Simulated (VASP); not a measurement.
# BN (F-43m) in VASP: further runs, part 2 of 2

VASP 6.6.1. The steps go on from the part before.

### Step 3. Electric field gradients, PBEsol

This run uses another cell than the first one, of 6.14 Å³/atom, 1.040 times its volume.

The input, INCAR:

```
SYSTEM = BN
ALGO = Normal ; EDIFF = 1E-8
ENCUT = 520 ; GGA = PS
ISIF = 2 ; ISMEAR = -1
ISYM = 0 ; LASPH = .TRUE.
LCHARG = .FALSE. ; LEFG = .TRUE.
LREAL = .FALSE. ; LWAVE = .FALSE.
NBANDS = 11 ; NELM = 60
PREC = Accurate ; SIGMA = 0.03
```

The input, KPOINTS:

```
k-points
0
G
  13 13 13
  0 0 0
```

The input, POSCAR:

```
BN
1.0
    0.0000000000      1.8312856224      1.8312856224
    1.8312856224      0.0000000000      1.8312856224
    1.8312856224      1.8312856224      0.0000000000
B N
1 1
Direct
    0.0000000000      0.0000000000      0.0000000000
    0.7500000000      0.7500000000      0.7500000000
```

Potentials or basis: VASP PAW PBE potentials, release 64 (B, N).

Started as:

```console
$ cat potpaw_PBE.64/B/POTCAR potpaw_PBE.64/N/POTCAR > POTCAR
$ mpirun -np 1 vasp_std > vasp.out
```

OUTCAR:

```text
SYSTEM = BN
   EDIFF = 1E-8
   ENCUT = 520
   GGA = PS
   ISIF = 2
   ISMEAR = -1
   ISYM = 0
   LASPH = .TRUE.
   LREAL = .FALSE.
   NELM = 60
   PREC = Accurate

 ion  position               nearest neighbor table
   1  0.000  0.000  0.000-   2 1.59   2 1.59   2 1.59   2 1.59
   2  0.750  0.750  0.750-   1 1.59   1 1.59   1 1.59   1 1.59

IMPORTANT INFORMATION: All symmetrisations will be switched off!
NOSYMM: (Re-)initialisation of all symmetry stuff for point group C_1.

----------------------------------------------------------------------------------------

                                     Primitive cell

  volume of cell :      12.2828

  direct lattice vectors                    reciprocal lattice vectors
     0.000000000  1.831285622  1.831285622    -0.273032232  0.273032232  0.273032232
     1.831285622  0.000000000  1.831285622     0.273032232 -0.273032232  0.273032232
     1.831285622  1.831285622  0.000000000     0.273032232  0.273032232 -0.273032232

  length of vectors
     2.589828964  2.589828964  2.589828964     0.472905697  0.472905697  0.472905697

  position of ions in fractional coordinates (direct lattice)
     0.000000000  0.000000000  0.000000000
     0.750000000  0.750000000  0.750000000

  ion indices of the primitive-cell ions
   primitive index   ion index
                 1           1
                 2           2

----------------------------------------------------------------------------------------

 KPOINTS: k-points

Automatic generation of k-mesh.
 Grid dimensions read from file:
 generate k-points for:   13   13   13
[... 126 lines left out ...]
      7      15.4655      0.00000
      8      16.5297      0.00000
      9      30.6709      0.00000
     10      34.1006      0.00000
     11      34.1006      0.00000
[... 309 lines left out ...]
 k-point    24 :       0.0000    0.0000    0.4615
  band No.  band energies     occupation
      1      -8.9738      2.00000
      2      -3.3426      2.00000
      3       5.0312      2.00000
      4       5.0313      2.00000
      5      16.4654      0.00000
      6      17.2975      0.00000
      7      17.2975      0.00000
      8      21.5312      0.00000
      9      29.4860      0.00000
     10      32.8205      0.00000
     11      32.8205      0.00000

 [... further k-points ...]
[... 5 lines left out ...]
  --------------------------------------------------------------------------------------
  -------------------------------------------------------------------------------------
  Total       -1.2393673     -1.2393673     -1.2393673      0.0000002      0.0000002      0.0000002
  in kB     -161.6636387   -161.6636385   -161.6636390      0.0000211      0.0000200      0.0000199
  external PRESSURE =    -161.6636387 kB  Pullay stress =       0.0000000 kB

 VOLUME and BASIS-vectors are now :
 -----------------------------------------------------------------------------
  energy-cutoff  :      520.00
  volume of cell :       12.28
      direct lattice vectors                 reciprocal lattice vectors
     0.000000000  1.831285622  1.831285622    -0.273032232  0.273032232  0.273032232
     1.831285622  0.000000000  1.831285622     0.273032232 -0.273032232  0.273032232
     1.831285622  1.831285622  0.000000000     0.273032232  0.273032232 -0.273032232

 POSITION                                       TOTAL-FORCE (eV/Angst)
 -----------------------------------------------------------------------------------
      0.00000      0.00000      0.00000        -0.000000     -0.000000     -0.000000
      2.74693      2.74693      2.74693         0.000000      0.000000      0.000000
 -----------------------------------------------------------------------------------
    total drift:                                0.000001      0.000001      0.000001

  FREE ENERGIE OF THE ION-ELECTRON SYSTEM (eV)
  ---------------------------------------------------
  free  energy   TOTEN  =       -18.3194117614 eV

  energy  without entropy=      -18.3194117614  energy(sigma->0) =      -18.31941176

 Electric field gradients (V/A^2)
---------------------------------------------------------------------
 ion       V_xx      V_yy      V_zz      V_xy      V_xz      V_yz
---------------------------------------------------------------------
   1      -0.000     0.000    -0.000    -0.000    -0.000    -0.000
   2       0.000     0.000    -0.000     0.000     0.000     0.000
---------------------------------------------------------------------

 Electric field gradients after diagonalization (V/A^2)
 (convention: |V_zz| > |V_xx| > |V_yy|)
----------------------------------------------------------------------
 ion       V_xx      V_yy      V_zz     asymmetry (V_yy - V_xx)/ V_zz
----------------------------------------------------------------------
   1       0.000     0.000    -0.000       0.007
   2      -0.000    -0.000     0.000       0.000
----------------------------------------------------------------------

           NMR quadrupolar parameters

 Cq : quadrupolar parameter    Cq=e*Q*V_zz/h
 eta: asymmetry parameters     (V_yy - V_xx)/ V_zz
 Q  : nuclear electric quadrupole moment in mb (millibarn)
----------------------------------------------------------------------
 ion       Cq(MHz)       eta       Q (mb)
----------------------------------------------------------------------
   1      -0.000       0.007       1.000
   2       0.000       0.000       1.000
----------------------------------------------------------------------
```

It took 97 s on 1 thread of Intel Xeon 6975P-C (Granite Rapids), shared host; peak memory 0.24 GiB.

What came out:

```yaml
Free_energy: -18.3194 eV
Pressure: -16.2 GPa
Band_gap_on_the_k_mesh: 4.31 eV, indirect (least direct gap 8.58 eV)
```

Caveat: without QUAD_EFG the Cq values of the log hold for a quadrupole moment of 1 mb, not for the nuclei; the PAW data sets were made with another functional, which shifts forces and pressure a little.

### Step 4. Against experiment

Step 2. Against the measured gap of BN, 6.4 eV (indirect; 300 K; a printed reference work, monograph), the calculated 5.05 eV is off by -1.35 eV. The value is that of r2SCAN on a finite k mesh, which can miss the band edges, without temperature or zero-point motion.
